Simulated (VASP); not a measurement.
Input of a VASP 6.6.1 run:

File INCAR:

```
SYSTEM = Sn
PREC = Accurate ; ENCUT = 600
EDIFF = 1E-6 ; ISMEAR = -1
SIGMA = 0.05 ; LREAL = .False.
LASPH = .True. ; NELM = 80
ALGO = Normal ; ISIF = 3
LWAVE = .False. ; LCHARG = .False.
GGA = PE ; LUSE_VDW = .True.
IVDW_NL = 2 ; BPARAM = 10.0
CPARAM = 0.0093 ; IBRION = 2
NSW = 60 ; EDIFFG = -0.01
```

KPOINTS

```
regular mesh
0
Gamma
  10 10 10
  0 0 0
```

POSCAR

```
Sn
1.0
   -1.8946518192      1.8946518192      1.8946518192
    1.8946518192     -1.8946518192      1.8946518192
    1.8946518192      1.8946518192     -1.8946518192
Sn
1
Direct
    0.0000000000      0.0000000000      0.0000000000
```

Potentials or basis: VASP PAW PBE potentials, release 64 (Sn_d).

The run is started by

```console
$ cat potpaw_PBE.64/Sn_d/POTCAR > POTCAR
$ mpirun -np 1 vasp_std > vasp.out
```

Predict the relaxed cell.

a = 3.271 Å, b = 3.271 Å, c = 3.271 Å, α = 109.47°, β = 109.47°, γ = 109.47°.

Predict the space group after relaxing (to 0.05 Å).

Im-3m (No. 229).

What does it give for the relaxed volume?

26.93 Å³/atom.

Step by step:
```csv
step,energy change (eV),largest force (eV/Å),pressure (GPa),volume (Å³)
1,0.0000,0.0000,-0.41,27.20
2,-0.0003,0.0000,0.02,26.93
```

Caveat: pairwise dispersion overbinds metals, which lowers pressure and volume.
